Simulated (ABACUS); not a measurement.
Runs of ABACUS 3.10.1 on Pd. The structure is cubic, space group Fm-3m (No. 225). The conventional cell has a = 3.893 Å, b = 3.893 Å, c = 3.893 Å, α = 90.00°, β = 90.00°, γ = 90.00°. Pd (site symmetry m-3m) has 12 Pd at 2.75 Å as nearest neighbours. 

```tsv
task	level	potentials or basis	cell	k mesh	cutoff (eV)	SCF threshold on the density	eigensolver	symmetry key	max steps of the relaxation	force threshold	gap on the mesh (eV)	pressure (GPa)
single point	revTPSS	SG15 ONCV 1.2 PBE, plane waves	as given	8 × 8 × 8	1293	1e-08	dav	1	-	-	none	-2.5
single point	TASK	SG15 ONCV 1.2 PBE, plane waves	as given	8 × 8 × 8	1293	1e-08	dav	1	-	-	none	505.1
single point	PW91	GBRV ultrasoft 1.5 PBE, plane waves	as given	10 × 10 × 10	544	1e-08	dav	1	-	-	none	(a)
relaxation of cell and atoms	PW91	GBRV ultrasoft 1.5 PBE, plane waves	relaxed	10 × 10 × 10	544	1e-08	dav	1	60	0.01 eV/Å	none	0.0
```

Alike in all rows: no spin polarisation; smearing fermi-dirac 0.05 eV.

Task: Estimate the missing entries.

Result: (a) 7.8.

Caveats: the potentials were made for another functional, which shifts forces and pressure; a pressure of tens of GPa on the cell as given is suspect, and the run, the potentials or the cell itself is likely at fault (some runs).

A k mesh can miss the band edges, and the runs leave out spin-orbit coupling on Pd.

A gap of «none» marks a metal or a gap under the smearing width.

The runs don't all hold the same shells in valence.
